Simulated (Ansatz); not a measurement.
fcc against bcc along the 4d metals

These are results of Ansatz, DFT, revPBE, plane waves (420 eV) with PAW, scalar-relativistic, not measurements. The PAW files were generated under PBE, with cores re-solved for the functional.

Each structure is relaxed within its symmetry, in the lowest magnetic state of the tried starts. Differences under about 8 meV lie within the error of the k-point mesh.

```json
{"element": "Y", "E(fcc) − E(bcc) (meV/atom)": "-86", "V(fcc) (Å³/atom)": "33.57", "V(bcc) (Å³/atom)": "34.09", "state of fcc": "spin not included", "state of bcc": "spin not included"}
{"element": "Zr", "E(fcc) − E(bcc) (meV/atom)": "?", "V(fcc) (Å³/atom)": "?", "V(bcc) (Å³/atom)": "?", "state of fcc": "?", "state of bcc": "?"}
{"element": "Nb", "E(fcc) − E(bcc) (meV/atom)": "317", "V(fcc) (Å³/atom)": "19.03", "V(bcc) (Å³/atom)": "18.35", "state of fcc": "spin not included", "state of bcc": "spin not included"}
{"element": "Mo", "E(fcc) − E(bcc) (meV/atom)": "424", "V(fcc) (Å³/atom)": "16.20", "V(bcc) (Å³/atom)": "15.97", "state of fcc": "spin not included", "state of bcc": "spin not included"}
{"element": "Ru", "E(fcc) − E(bcc) (meV/atom)": "-503", "V(fcc) (Å³/atom)": "14.00", "V(bcc) (Å³/atom)": "14.41", "state of fcc": "spin not included", "state of bcc": "spin not included"}
{"element": "Rh", "E(fcc) − E(bcc) (meV/atom)": "-340", "V(fcc) (Å³/atom)": "14.24", "V(bcc) (Å³/atom)": "14.71", "state of fcc": "non-magnetic", "state of bcc": "spin not included"}
{"element": "Pd", "E(fcc) − E(bcc) (meV/atom)": "-43", "V(fcc) (Å³/atom)": "15.69", "V(bcc) (Å³/atom)": "15.76", "state of fcc": "spin not included", "state of bcc": "non-magnetic"}
{"element": "Ag", "E(fcc) − E(bcc) (meV/atom)": "-28", "V(fcc) (Å³/atom)": "18.43", "V(bcc) (Å³/atom)": "18.64", "state of fcc": "spin not included", "state of bcc": "spin not included"}
{"element": "Cd", "E(fcc) − E(bcc) (meV/atom)": "-43", "V(fcc) (Å³/atom)": "23.97", "V(bcc) (Å³/atom)": "24.49", "state of fcc": "spin not included", "state of bcc": "spin not included"}
```

Question: Fill in the row of Zr.

Answer: E(fcc) − E(bcc) (meV/atom): -50; V(fcc) (Å³/atom): 23.64; V(bcc) (Å³/atom): 23.35; state of fcc: spin not included; state of bcc: spin not included.
